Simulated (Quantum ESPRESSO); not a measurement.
Set up this calculation in Quantum ESPRESSO 7.5, as the native input.

```
Task                       : work function
Functional                 : PBE
Potentials or basis        : PseudoDojo 0.4.1 SR PBE standard
Cutoff                     : 1143 eV
Density cutoff             : 4572 eV
k mesh                     : 9 × 9 × 1
Occupations                : fermi-dirac, width 0.05 eV
Spin                       : no spin polarisation
Boundary across the vacuum : none
Mixing mode                : local-TF
Mixing beta                : 0.3
Most SCF iterations        : 150
SCF threshold              : 6e-09 Ry
```

Ti, a slab with vacuum:

```xyz
6
Lattice="2.8709 0.0000 0.0000 0.0000 2.8709 0.0000 0.0000 0.0000 25.1500" Properties=species:S:1:pos:R:3 pbc="T T T"
Ti    1.4354    1.4354    7.5000
Ti    0.0000    0.0000    9.5300
Ti    1.4354    1.4354   11.5600
Ti    0.0000    0.0000   13.5900
Ti    1.4354    1.4354   15.6200
Ti    0.0000    0.0000   17.6500
```

The slab is cut from a database's or a generator's crystal, which needn't be the stable form of the element.

These files were run (other wordings do the same):

pw.in

```
&CONTROL
  calculation = 'scf'
  prefix = 'pwscf'
  outdir = './tmp'
  pseudo_dir = './pseudo'
  tprnfor = .true.
  disk_io = 'low'
/
&SYSTEM
  ibrav = 0
  celldm(1) = 8
  nat = 6
  ntyp = 1
  ecutwfc = 84
  nbnd = 48
  occupations = 'smearing'
  smearing = 'fd'
  degauss = 0.00367493
/
&ELECTRONS
  conv_thr = 6d-09
  electron_maxstep = 150
  mixing_beta = 0.3
  mixing_mode = 'local-TF'
/
ATOMIC_SPECIES
Ti    47.8670 Ti.upf
CELL_PARAMETERS alat
  0.6781408648339  -0.0000000000000   0.0000000000000
 -0.0000000000000   0.6781408648339   0.0000000000000
  0.0000000000000   0.0000000000000   5.9408265042923
ATOMIC_POSITIONS crystal
Ti     0.5000000000    0.5000000000    0.2982107356
Ti     0.0000000000    0.0000000000    0.3789264414
Ti     0.5000000000    0.5000000000    0.4596421471
Ti     0.0000000000    0.0000000000    0.5403578529
Ti     0.5000000000    0.5000000000    0.6210735586
Ti     0.0000000000    0.0000000000    0.7017892644
K_POINTS automatic
9 9 1 0 0 0
```

pp_density.in

```
&INPUTPP
  prefix = 'pwscf'
  outdir = './tmp'
  filplot = 'density.dat'
  plot_num = 0
/
&PLOT
  nfile = 1
  filepp(1) = 'density.dat'
  iflag = 3
  output_format = 6
  fileout = 'density.cube'
/
```

pp_potential.in

```
&INPUTPP
  prefix = 'pwscf'
  outdir = './tmp'
  filplot = 'potential.dat'
  plot_num = 11
/
&PLOT
  nfile = 1
  filepp(1) = 'potential.dat'
  iflag = 3
  output_format = 6
  fileout = 'potential.cube'
/
```

pp_elf.in

```
&INPUTPP
  prefix = 'pwscf'
  outdir = './tmp'
  filplot = 'elf.dat'
  plot_num = 8
/
&PLOT
  nfile = 1
  filepp(1) = 'elf.dat'
  iflag = 3
  output_format = 6
  fileout = 'elf.cube'
/
```

Potentials or basis: PseudoDojo 0.4.1 SR PBE standard.

The run is started by

```sh
$ OMP_NUM_THREADS=1 mpirun -n 2 pw.x -nk 2 -in pw.in > pw.out
$ OMP_NUM_THREADS=1 mpirun -n 1 pp.x -in pp_density.in > pp_density.out
$ OMP_NUM_THREADS=1 mpirun -n 1 pp.x -in pp_potential.in > pp_potential.out
$ OMP_NUM_THREADS=1 mpirun -n 1 pp.x -in pp_elf.in > pp_elf.out
```

It gave:

```yaml
Largest_force: 0.713 eV/Å
Band_gap_on_the_k_mesh: none (metal or under the smearing width)
Work_function_of_the_upper_face: 4.09 eV
Work_function_of_the_lower_face: 4.09 eV
```

It took 5.1 min on 2 MPI ranks on Arm Neoverse V1 (shared host), peak memory 0.72 GiB a rank.
